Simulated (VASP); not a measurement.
Input of a VASP 6.6.1 run:

File INCAR:

```
SYSTEM = W
PREC = Accurate
ENCUT = 520
EDIFF = 1E-7
ISMEAR = 1
SIGMA = 0.1
LREAL = .FALSE.
LASPH = .TRUE.
NELM = 120
ALGO = Normal
ISIF = 2
LWAVE = .FALSE.
LCHARG = .FALSE.
LDIPOL = .TRUE.
IDIPOL = 3
DIPOL = 0.5 0.5 0.500
GGA = PE
IBRION = 2
NSW = 90
EDIFFG = -0.02
```

KPOINTS

```
Automatic mesh
0
G
  12 12 1
  0 0 0
```

Contents of POSCAR:

```
W
1.0
    2.8655568500      0.0000000000      0.0000000000
   -0.9551856200      2.7016728600      0.0000000000
    0.0000000000      0.0000000000     28.2800156200
W
4
Direct
    0.1666670000      0.8333330000      0.3857694900
    0.6666670000      0.3333330000      0.4619243500
    0.1666670000      0.8333330000      0.5380792200
    0.6666670000      0.3333330000      0.6142305100
```

Potentials or basis: VASP PAW PBE potentials, release 64 (W_sv).

Run with:

```console
$ cat potpaw_PBE.64/W_sv/POTCAR > POTCAR
$ mpirun -np 1 vasp_std > vasp.out
```

(1) Predict the band gap on the k mesh.

(2) Predict the energy gained by relaxing.

## Answers

(1) none (metal or under the smearing width).

(2) 13.1 meV/atom.
